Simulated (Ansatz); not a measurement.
CdS (started from an entry of an open crystallographic database), relaxed with r2SCAN in the PAW code Ansatz: space group P6_3mc (No. 186), hexagonal; a = 4.165 Å, c = 6.766 Å in the conventional setting, 25.41 Å³ an atom. Around Cd lie 4 S at 2.54–2.55 Å; around S lie 4 Cd at 2.54–2.55 Å. The primitive cell holds 4 atoms in 101.63 Å³. The values are computed, spin-unpolarised, and not measurements.

Computed values: PBE gives a gap of 1.17 eV and PBE0 (25 % exact exchange) 2.83 eV; one over PBE's mean ε∞ is 0.165. HSE06 (6×6×4) gives a least gap of 2.19 eV, direct.

(1) What is the density?

(2) Taking the gap as linear in the share of unscreened exchange, estimate the gap of the hybrid whose share is 1/ε∞.

(3) At what wavelength does absorption set in by HSE06, excitons left aside?

Answers

(1) The cell holds 2 Cd, 2 S: M = 2×112.414 + 2×32.060 = 288.95 u in V = 101.63 Å³. ρ = 1.66054 × M/V = 1.66054 × 288.95/101.63 = 4.721 g/cm³, for the static r2SCAN lattice.

(2) The slope is (2.83 − 1.17)/0.25 = 6.64 eV per unit share, so E_g ≈ 1.17 + 6.64 × 0.165 = 2.27 eV. The run with that share gives 2.25 eV (6×6×4 mesh), -0.02 eV from the straight line.

(3) λ = 1239.84 eV nm/E: 566 nm for the least gap. The direct edge lies in the visible range.

The runs are scalar-relativistic, without spin-orbit coupling.

The meshes of the hybrids are coarse, so their gaps aren't converged to the digits shown.
